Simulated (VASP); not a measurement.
Cs, 1 atom in the cell. The cell holds a molecule in a box, 1 atom: a = 10.500 Å, b = 11.000 Å, c = 11.500 Å, α = 90.00°, β = 90.00°, γ = 90.00°. 

* Program: VASP 6.6.1
* Task: single point
* Functional: rev-vdW-DF2
* Potentials or basis: VASP PAW PBE potentials, release 64 (Cs_sv)
* Cutoff: 400 eV
* k mesh: 1 × 1 × 1
* Occupations: gaussian, width 0.01 eV
* Spin: collinear spin, ferromagnetic start
* Starting moments: [0.5] μB
* Fixed moment: 1 μB
* Further INCAR settings: ALGO = Normal; EDIFF = 1e-07; NBANDS = 14; ISYM = 0

Potentials or basis: VASP PAW PBE potentials, release 64 (Cs_sv).

Run with:

```sh
$ cat potpaw_PBE.64/Cs_sv/POTCAR > POTCAR
$ mpirun -np 4 vasp_gam > vasp.out
```

Hardware: 4 MPI ranks on Intel(R) Xeon(R) 6975P-C (Granite Rapids), on a shared host.

Q: Estimate the wall time of this run.

A: Run time: 4.6 min on 4 MPI ranks on Intel(R) Xeon(R) 6975P-C (Granite Rapids) (shared host), peak memory 0.85 GiB a rank. Counts: scf iterations 29, k points 1.
